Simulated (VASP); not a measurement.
# Hg (C2/m) in VASP: reference runs

Aim: a first look at Hg with PBE, on the cell as given and on a disturbed one, then over a range of volumes.

All numbers are computed with VASP 6.6.1; they aren't measurements. Logs are shortened: lines on timing, memory, paths and dates and some standing lists are left out, and cuts for length are marked.

### Step 1. The crystal as given

Symmetry: C2/m, No. 12, monoclinic system. The conventional cell has a = 4.249 Å, b = 5.345 Å, c = 3.583 Å, α = 90.00°, β = 126.18°, γ = 90.00°. Around Hg (site symmetry 2/m) lie 8 Hg at 3.41 to 3.59 Å.

### Step 2. Single point, PBE

File INCAR:

```
SYSTEM = Hg
PREC     = Accurate       ! precision mode
ENCUT    = 520            ! plane-wave cutoff, eV
EDIFF    = 1E-7           ! SCF threshold, eV
ISMEAR   = -1             ! smearing method
SIGMA    = 0.05           ! smearing width, eV
LREAL    = .False.        ! projectors in reciprocal space
LASPH    = .True.         ! aspherical terms in the spheres
NELM     = 100            ! most SCF steps
ALGO     = Normal         ! electronic algorithm
ISIF     = 2              ! what is computed and relaxed
LWAVE    = .False.        ! write WAVECAR
LCHARG   = .False.        ! write CHGCAR
GGA      = PE             ! functional
NBANDS   = 12             ! bands
```

File KPOINTS:

```
regular mesh
0
Gamma
  9 9 9
  0 0 0
```

File POSCAR:

```
Hg
1.0
    2.1243184923     -2.6725824964      0.0000000000
    2.1243184923      2.6725824964      0.0000000000
   -2.1151288124      0.0000000000      2.8921990043
Hg
1
Direct
    0.0000000000      0.0000000000      0.0000000000
```

Potentials or basis: VASP PAW PBE potentials, release 64 (Hg).

Launch:

```bash
$ cat potpaw_PBE.64/Hg/POTCAR > POTCAR
$ mpirun -np 1 vasp_std > vasp.out
```

OUTCAR:

```text
SYSTEM = Hg
   PREC = Accurate
   ENCUT = 520
   EDIFF = 1E-7
   ISMEAR = -1
   LREAL = .False.
   LASPH = .True.
   NELM = 100
   ISIF = 2
   GGA = PE

 ion  position               nearest neighbor table
   1  0.000  0.000  0.000-

  LATTYP: Found a base centered monoclinic cell.
 ALAT       =     4.2486369846
 B/A-ratio  =     1.2580893619
 C/A-ratio  =     0.8433521464
 COS(beta)  =    -0.5903074188

  Lattice vectors:

 A1 = (   2.1243184923,  -2.6725824964,   0.0000000000)
 A2 = (   2.1243184923,   2.6725824964,   0.0000000000)
 A3 = (  -2.1151288124,   0.0000000000,   2.8921990043)

Analysis of symmetry for initial positions (statically):
=====================================================================
 Subroutine PRICEL returns:
 Original cell was already a primitive cell.

 Routine SETGRP: Setting up the symmetry group for a
 base centered monoclinic supercell.

 Subroutine GETGRP returns: Found  4 space group operations
 (whereof  4 operations were pure point group operations)
 out of a pool of  4 trial point group operations.

The static configuration has the point symmetry C_2h.

Analysis of symmetry for dynamics (positions and initial velocities):
=====================================================================
 Subroutine PRICEL returns:
 Original cell was already a primitive cell.

 Routine SETGRP: Setting up the symmetry group for a
 base centered monoclinic supercell.

 Subroutine GETGRP returns: Found  4 space group operations
 (whereof  4 operations were pure point group operations)
 out of a pool of  4 trial point group operations.

The dynamic configuration has the point symmetry C_2h.

 Subroutine INISYM returns: Found  4 space group operations
 (whereof  4 operations are pure point group operations),
 and found     1 'primitive' translations

----------------------------------------------------------------------------------------

                                     Primitive cell

  volume of cell :      32.8404

  direct lattice vectors                    reciprocal lattice vectors
     2.124318492 -2.672582496  0.000000000     0.235369603 -0.187084964  0.172130973
     2.124318492  2.672582496  0.000000000     0.235369603  0.187084964  0.172130973
    -2.115128812  0.000000000  2.892199004     0.000000000  0.000000000  0.345757674

  length of vectors
     3.414004431  3.414004431  3.583097120     0.346451592  0.346451592  0.345757674

  position of ions in fractional coordinates (direct lattice)
     0.000000000  0.000000000  0.000000000

[... 110 lines left out ...]
   TEBEG  =    0.0;   TEEND  =   0.0 temperature during run
   PSTRESS=    0.0 pullay stress
   NELECT =      12.0000    total number of electrons
   NUPDOWN=      -1.0000    fix difference up-down
   EMIN   =  10.00;   EMAX   =-10.00  energy-range for DOS
   EFERMI =   0.00;   METHOD = LEGACY
   ISMEAR =    -1;   SIGMA  =   0.05  broadening in eV -4-tet -1-fermi 0-gaus
   EFERMI_NEDOS =   21; number of points for ismear=-14 and -15
   IALGO  =     38    algorithm
   IMIX   =      4    mixing-type and parameters
     AMIX     =   0.40;   BMIX     =  1.00
     AMIX_MAG =   1.60;   BMIX_MAG =  1.00
  volume/ion in A,a.u.               =      32.84       221.62
  Fermi-wavevector in a.u.,A,eV,Ry     =   1.170395  2.211725 18.637577  1.369823
  Thomas-Fermi vector in A             =   2.306854
   LORBIT       =      0    0 simple, 1 ext, 2 COOP (PROOUT), +10 PAW based schemes
   GGA     = PE    functional components
   LHFCALC =     F    Hartree Fock is set to
   AEXX    =    0.0000 exact exchange contribution
   IVDW    =     0    specifies the selected vdW correction
   LEPSILON=     F    determine dielectric tensor
   LRPA    =     F    only Hartree local field effects (RPA)
 non-spin polarized calculation
  energy-cutoff  :      520.00
  volume of cell :       32.84
 maximum number of plane-waves:       898
 NGX is ok and might be reduce to    28
   NGX = 13   NGY = 13   NGZ = 13

 number of electron      11.9999998 magnetization

 Free energy of the ion-electron system (eV)
  ---------------------------------------------------
  ext. energy  EPLUGINS =         0.00000000
  ---------------------------------------------------
  free energy    TOTEN  =        -0.17236122 eV

  energy without entropy =       -0.17007186  energy(sigma->0) =       -0.17121654

 E-fermi :   0.6189     XC(G=0):  -9.1003

 val. band max:        0.6172945625   @ k =   0.1111   0.0000   0.4444
 cond. band min:       0.6212007696   @ k =  -0.4444  -0.4444   0.3333
 fundamental gap:      0.0039062072
 Fermi energy:         0.6189104620

 k-point     1 :       0.0000    0.0000    0.0000
  band No.  band energies     occupation
      1      -6.1772      2.00000
      2      -5.8353      2.00000
      3      -5.6191      2.00000
      4      -5.5936      2.00000
      5      -5.2835      2.00000
      6      -5.1651      2.00000
      7      12.3814      0.00000
      8      12.5745      0.00000
      9      12.9685      0.00000
     10      14.1360      0.00000
     11      14.4216      0.00000
     12      16.5328      0.00000
[... 571 lines left out ...]
 k-point    40 :      -0.3333    0.1111    0.1111
  band No.  band energies     occupation
      1      -5.7558      2.00000
      2      -5.7245      2.00000
      3      -5.5038      2.00000
      4      -5.2703      2.00000
      5      -5.2682      2.00000
      6      -4.2529      2.00000
      7       6.1455      0.00000
      8       8.2731      0.00000
      9       9.8905      0.00000
     10      15.2152      0.00000
     11      15.5340      0.00000
     12      15.7252      0.00000

 [... further k-points ...]

------------------------ aborting loop because EDIFF is reached ----------------------------------------

  FORCE on cell =-STRESS in cart. coord.  units (eV):
  Direction    XX          YY          ZZ          XY          YZ          ZX
  --------------------------------------------------------------------------------------
  -------------------------------------------------------------------------------------
  Total       -0.1357343     -0.0398422     -0.1522555      0.0000000      0.0000000      0.0004628
  in kB       -6.6220330     -1.9437720     -7.4280463      0.0000000      0.0000000      0.0225766
  external PRESSURE =      -5.3312838 kB  Pullay stress =       0.0000000 kB

 VOLUME and BASIS-vectors are now :
 -----------------------------------------------------------------------------
  energy-cutoff  :      520.00
  volume of cell :       32.84
      direct lattice vectors                 reciprocal lattice vectors
     2.124318492 -2.672582496  0.000000000     0.235369603 -0.187084964  0.172130973
     2.124318492  2.672582496  0.000000000     0.235369603  0.187084964  0.172130973
    -2.115128812  0.000000000  2.892199004     0.000000000  0.000000000  0.345757674

 POSITION                                       TOTAL-FORCE (eV/Angst)
 -----------------------------------------------------------------------------------
      0.00000      0.00000      0.00000         0.000000      0.000000      0.000000
 -----------------------------------------------------------------------------------
    total drift:                                0.000000      0.000000      0.000000

  FREE ENERGIE OF THE ION-ELECTRON SYSTEM (eV)
  ---------------------------------------------------
  free  energy   TOTEN  =        -0.1723612161 eV

  energy  without entropy=       -0.1700718602  energy(sigma->0) =       -0.17121654
```

It took 78 s on 1 thread of AMD EPYC 7R13 (Zen 3), shared host; peak memory 0.18 GiB.

What came out:

| Quantity | Value |
| --- | --- |
| Free energy | -0.1724 eV |
| Pressure | -0.5 GPa |
| Band gap on the k mesh | none (metal or under the smearing width) |

Stress tensor (GPa, compression positive):
```
-0.66  0.00  0.00
 0.00 -0.19  0.00
 0.00  0.00 -0.74
```

Levels at points of the mesh, in eV from the Fermi level:
| k point | band 3 | band 4 | band 5 | band 6 | band 7 | band 8 | band 9 | band 10 |
| --- | --- | --- | --- | --- | --- | --- | --- | --- |
| (0.00, 0.00, 0.00) | -6.24 | -6.21 | -5.90 | -5.78 | 11.76 | 11.96 | 12.35 | 13.52 |

### Step 3. Single point, PBE (cell strained at random at fixed volume)

File INCAR:

```
SYSTEM = Hg
ALGO = Normal
EDIFF = 1E-7
ENCUT = 520
GGA = PE
ISIF = 2
ISMEAR = -1
LASPH = .TRUE.
LCHARG = .FALSE.
LREAL = .FALSE.
LWAVE = .FALSE.
NBANDS = 12
NELM = 60
PREC = Accurate
SIGMA = 0.05
```

File KPOINTS:

```
k-points
0
G
  9 9 9
  0 0 0
```

File POSCAR:

```
Hg
1.0
    2.0494910000     -2.6827040000      0.0124440000
    2.1689850000      2.7776850000     -0.0081890000
   -2.0972170000     -0.0584490000      2.8507440000
Hg
1
Direct
   -0.0020890000     -0.0096620000     -0.0066110000
```

Potentials or basis: VASP PAW PBE potentials, release 64 (Hg).

Launch:

```bash
$ cat potpaw_PBE.64/Hg/POTCAR > POTCAR
$ mpirun -np 1 vasp_std > vasp.out
```

OUTCAR:

```text
SYSTEM = Hg
   EDIFF = 1E-7
   ENCUT = 520
   GGA = PE
   ISIF = 2
   ISMEAR = -1
   LASPH = .TRUE.
   LREAL = .FALSE.
   NELM = 60
   PREC = Accurate

 ion  position               nearest neighbor table
   1  0.998  0.990  0.993-

  LATTYP: Found a triclinic cell.
 ALAT       =     9.8162377540
 B/A-ratio  =     0.3590189929
 C/A-ratio  =     0.5812650313
 COS(alpha) =     0.0027578312
 COS(beta)  =     0.2947063848
 COS(gamma) =     0.9418022899

  Lattice vectors:

 A1 = (   4.3856960000,   8.2965230000,  -2.8795660000)
 A2 = (   2.1689850000,   2.7776850000,  -0.0081890000)
 A3 = (  -0.0240420000,   0.0219170000,  -5.7057430000)

Analysis of symmetry for initial positions (statically):
=====================================================================
 Subroutine PRICEL returns:
 Original cell was already a primitive cell.

 Routine SETGRP: Setting up the symmetry group for a
 triclinic supercell.

 Subroutine GETGRP returns: Found  2 space group operations
 (whereof  1 operations were pure point group operations)
 out of a pool of  2 trial point group operations.
[... 198 lines left out ...]
  band No.  band energies     occupation
      1      -6.1817      2.00000
      2      -5.7960      2.00000
      3      -5.6472      2.00000
      4      -5.5998      2.00000
      5      -5.2719      2.00000
      6      -5.1795      2.00000
      7      12.1714      0.00000
      8      12.5134      0.00000
      9      13.4166      0.00000
     10      14.1968      0.00000
     11      14.7546      0.00000
     12      15.7948      0.00000
[... 571 lines left out ...]
 k-point    40 :      -0.2222    0.4444    0.0000
  band No.  band energies     occupation
      1      -5.8618      2.00000
      2      -5.6839      2.00000
      3      -5.3822      2.00000
      4      -5.3146      2.00000
      5      -5.1300      2.00000
      6      -2.7807      2.00000
      7       3.6129      0.00000
      8       6.3201      0.00000
      9       8.8694      0.00000
     10      13.7862      0.00000
     11      14.5822      0.00000
     12      17.3974      0.00000

 [... further k-points ...]

------------------------ aborting loop because EDIFF is reached ----------------------------------------

  FORCE on cell =-STRESS in cart. coord.  units (eV):
  Direction    XX          YY          ZZ          XY          YZ          ZX
  --------------------------------------------------------------------------------------
  -------------------------------------------------------------------------------------
  Total       -0.1372260     -0.0709280     -0.1482833     -0.0247541      0.0021908     -0.0010486
  in kB       -6.6948051     -3.4603458     -7.2342555     -1.2076732      0.1068819     -0.0511558
  external PRESSURE =      -5.7964688 kB  Pullay stress =       0.0000000 kB

 VOLUME and BASIS-vectors are now :
 -----------------------------------------------------------------------------
  energy-cutoff  :      520.00
  volume of cell :       32.84
      direct lattice vectors                 reciprocal lattice vectors
     2.049491000 -2.682704000  0.012444000     0.241104861 -0.187757730  0.173524863
     2.168985000  2.777685000 -0.008189000     0.232852377  0.178702587  0.174967290
    -2.097217000 -0.058449000  2.850744000    -0.000383577  0.001332934  0.350530761

 POSITION                                       TOTAL-FORCE (eV/Angst)
 -----------------------------------------------------------------------------------
      2.10989      0.01568      2.83621         0.000000     -0.000000      0.000000
 -----------------------------------------------------------------------------------
    total drift:                                0.000002     -0.000001     -0.000006

  FREE ENERGIE OF THE ION-ELECTRON SYSTEM (eV)
  ---------------------------------------------------
  free  energy   TOTEN  =        -0.1736304860 eV

  energy  without entropy=       -0.1717374084  energy(sigma->0) =       -0.17268395
```

OSZICAR:

```text
N       E                     dE             d eps       ncg     rms          rms(c)
DAV:   1     0.713436937186E+02    0.71344E+02   -0.61937E+03  9176   0.911E+02
DAV:   2     0.120202930255E+01   -0.70142E+02   -0.65420E+02  9636   0.214E+02
DAV:   3    -0.180060012658E+00   -0.13821E+01   -0.13813E+01 10204   0.336E+01
DAV:   4    -0.181583459807E+00   -0.15234E-02   -0.15234E-02  9688   0.120E+00
DAV:   5    -0.181586193320E+00   -0.27335E-05   -0.27335E-05 10044   0.481E-02    0.122E+00
DAV:   6    -0.173615075870E+00    0.79711E-02   -0.21428E-02 10348   0.156E+00    0.103E+00
DAV:   7    -0.173416542232E+00    0.19853E-03   -0.27787E-03  9636   0.466E-01    0.521E-01
DAV:   8    -0.173605544806E+00   -0.18900E-03   -0.38595E-04  9148   0.217E-01    0.194E-02
DAV:   9    -0.173628598985E+00   -0.23054E-04   -0.19726E-05  9768   0.355E-02    0.542E-03
DAV:  10    -0.173630535911E+00   -0.19369E-05   -0.30314E-06  9196   0.165E-02    0.969E-04
DAV:  11    -0.173630486004E+00    0.49907E-07   -0.34902E-08  8648   0.158E-03
   1 F= -.17363049E+00 E0= -.17268395E+00  d E =-.189308E-02
```

Wall time 2.2 min (1 thread of AMD EPYC 7R13 (Zen 3), shared host); peak memory 0.23 GiB.

What came out:

```yaml
Free_energy: -0.1736 eV
Pressure: -0.6 GPa
Band_gap_on_the_k_mesh: none (metal or under the smearing width)
```

Spin-orbit coupling is left out, which matters for the levels of Hg.

(Part 1 of 2 ends here.)
